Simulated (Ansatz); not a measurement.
Input and command of a calculation in Ansatz (plane waves; scalar-relativistic PAW potentials unless the input names others):

```yaml
crystal:
  lattice:
    - [0.0, 2.7377625, 2.7377625]
    - [2.7377625, 0.0, 2.7377625]
    - [2.7377625, 2.7377625, 0.0]
  atoms:
    - { symbol: Ba, position: [0.0, 0.0, 0.0] }
    - { symbol: O, position: [0.5, 0.5, 0.5] }
basis:
  ecutwfc: 420
kpoints:
  mp_grid: { grid: [8, 8, 8] }
hamiltonian:
  xc: pbesol
  pseudopotentials: { kind: paw_fr }
scf:
  occupations: { method: gaussian, width: 0.02 }
output:
  forces: true
  eigenvalues: true
  stress: true
magnetization:
  noncollinear: true
  spin_orbit: true
```

```bash
ansatz run input.yaml --threads 1 --pin off --max-ram 1331MiB --backend cpu --events-out ev --progress --plain --runs-dir out
```

Abridged log:
```
Pseudopotentials: kind: paw_fr
Pseudopotential: Ba, paw_fr, valence charge 10, recommended cutoff 420 eV (normal)#standard-fr
Pseudopotential: O, paw_fr, valence charge 6, recommended cutoff 420 eV (normal)#standard-fr
Functional definition: PBEsol
non-collinear run that drives no moment, with spin-orbit: no starting moment large enough to seed its density (crystal.atoms[].spin), no starting occupations that ask for one, no magnetisation constraint and no magnetic field, so the semilocal B_xc is pinned to zero
Crystal: 2 atoms, lattice volume = 41.041 Å³
Basis set: ecut = 420 eV, 821 PW (Γ), exchange–correlation on 54×54×54 points (8 copies of the dense FFT grid, shifted against one another)
Bands: 24, of which v1, the nominal top of the filled ones, is band 16 counted from 1 (15 counted from 0)
Symmetry: 48 space group operations + 48 with time reversal
Magnetic group: BNS 225.117 (UNI 1619), of the structure as read, at distance tolerance 3.4e-5 Å
k-points: 29 of 512
Projection manifold: j_resolved (fully-relativistic pseudo-atomic orbitals)
Initial density: superposition of atomic densities (chi_scale 0.1, normalization cell, long waves kept (reshape's long-wave potential 0.00 eV rms))
Initial wavefunctions: pseudopotential atomic-orbital guess
Functional: x = pbesol(κ = 0.804, μ = 0.12345679), c = pbesol(β = 0.046)
SCF iter   1: F=—  HF=-6431.442529 eV  |F-HF|=—  |Δ(HF+E_count)|=         —  Δρ=1.04e-1  dr2=3.96e0  dr2_m=0.00e0 (ungated) ethr=3.10e-3  |M|=0.00e0 ∫|m|=0.00e0 μB  |m|>n=0.0e0 m-floor=0.0e0 τ_xc=0.0e0  β_m=0.30  ⟨swp⟩=9.9  Hψ=2414  notcnv=0
SCF iter   2: F=—  HF=-6430.854392 eV  |F-HF|=—  |Δ(HF+E_count)|=   5.88e-1  Δρ=3.57e-2  dr2=7.33e-1  dr2_m=0.00e0 (ungated) ethr=3.10e-3  |M|=0.00e0 ∫|m|=0.00e0 μB  |m|>n=0.0e0 m-floor=0.0e0 τ_xc=0.0e0  β_m=0.26  ⟨swp⟩=3.7  Hψ=908  notcnv=0  defer=90
SCF iter   3: F=—  HF=-6430.732774 eV  |F-HF|=—  |Δ(HF+E_count)|=   1.22e-1  Δρ=1.53e-2  dr2=1.12e-1  dr2_m=0.00e0 (ungated) ethr=3.10e-3  |M|=0.00e0 ∫|m|=0.00e0 μB  |m|>n=0.0e0 m-floor=0.0e0 τ_xc=0.0e0  β_m=0.61  ⟨swp⟩=2.2  Hψ=459  notcnv=0  defer=90
SCF iter   4: F=—  HF=-6430.762177 eV  |F-HF|=—  |Δ(HF+E_count)|=   2.94e-2  Δρ=5.65e-3  dr2=1.78e-2  dr2_m=0.00e0 (ungated) ethr=7.02e-4  |M|=0.00e0 ∫|m|=0.00e0 μB  |m|>n=0.0e0 m-floor=0.0e0 τ_xc=0.0e0  β_m=0.58  ⟨swp⟩=3.3  Hψ=606  notcnv=0  defer=90
SCF iter   5: F=—  HF=-6430.758542 eV  |F-HF|=—  |Δ(HF+E_count)|=   3.64e-3  Δρ=9.57e-4  dr2=4.95e-4  dr2_m=0.00e0 (ungated) ethr=1.11e-4  |M|=0.00e0 ∫|m|=0.00e0 μB  |m|>n=0.0e0 m-floor=0.0e0 τ_xc=0.0e0  β_m=0.79  ⟨swp⟩=2.1  Hψ=456  notcnv=0  defer=90
SCF iter   6: F=—  HF=-6430.758457 eV  |F-HF|=—  |Δ(HF+E_count)|=   8.42e-5  Δρ=3.11e-4  dr2=7.37e-5  dr2_m=0.00e0 (ungated) ethr=3.09e-6  |M|=0.00e0 ∫|m|=0.00e0 μB  |m|>n=0.0e0 m-floor=0.0e0 τ_xc=0.0e0  β_m=0.78  ⟨swp⟩=2.1  Hψ=405  notcnv=0  defer=90
SCF iter   7: F=—  HF=-6430.758441 eV  |F-HF|=—  |Δ(HF+E_count)|=   1.62e-5  Δρ=9.29e-5  dr2=6.46e-6  dr2_m=0.00e0 (ungated) ethr=4.60e-7  |M|=0.00e0 ∫|m|=0.00e0 μB  |m|>n=0.0e0 m-floor=0.0e0 τ_xc=0.0e0  β_m=0.89  ⟨swp⟩=2.1  Hψ=403  notcnv=0  defer=90
SCF iter   8: F=-6430.758440 eV  HF=-6430.758440 eV  |F-HF|=2.86e-8  |Δ(HF+E_count)|=   1.41e-6  Δρ=7.26e-6  dr2=3.89e-8  dr2_m=0.00e0 (ungated) ethr=6.25e-10  |M|=0.00e0 ∫|m|=0.00e0 μB  |m|>n=0.0e0 m-floor=0.0e0 τ_xc=0.0e0  ⟨swp⟩=11.0  Hψ=2236  notcnv=0
SCF 1 converged in 8 iterations: F = -6430.758440 eV  dr2 = 3.89e-8
SCF converged after 8 iterations
Magnetization: |M| = 0.0000 μB, M = (+0.0000, +0.0000, +0.0000) μB
Absolute magnetization: 0.0000 μB (∫|m|)
  site 0: m = (+0.0000, +0.0000, +0.0000) μB, |m| = 0.0000 μB  (R = 1.13 Å)
  site 1: m = (+0.0000, +0.0000, +0.0000) μB, |m| = 0.0000 μB  (R = 1.13 Å)
Free energy (F): -6430.758440 eV
Harris-Foulkes:  -6430.758440 eV  (|F-HF|=2.86e-8)
Internal energy: -6430.758440 eV  (E = F + TS)
E sigma→0 (E₀):  -6430.758440 eV
Fermi energy:    9.826942 eV
--- Forces (eV/Å), atoms counted from 1 ---
  atom   1  Ba     0.00000000     0.00000000     0.00000000
  atom   2  O      0.00000000     0.00000000     0.00000000
--- Stress (GPa, compression-positive) ---
        0.596120       0.000000       0.000000
        0.000000       0.596120       0.000000
        0.000000       0.000000       0.596120
  P = ⅓ Tr σ = 0.5961 GPa (5.961 kbar)
```

Apart from outputs and empty bands, the input differs from a reference run on usual settings in hamiltonian.pseudopotentials: not typed → {"kind": "paw_fr"}; magnetization: not typed → {"noncollinear": true, "spin_orbit": true}. The reference, at the same geometry (not necessarily relaxed), gave pressure 0.62 GPa, largest force 0.000 eV/Å, gap on the mesh 1.81 eV. This run converged in 8 SCF iterations (reference: 6) with a total energy on another zero (with these potentials totals step by a constant when spin–orbit coupling is switched, so their difference is no spin–orbit energy), pressure 0.60 GPa, largest force 0.000 eV/Å, gap on the mesh 1.76 eV.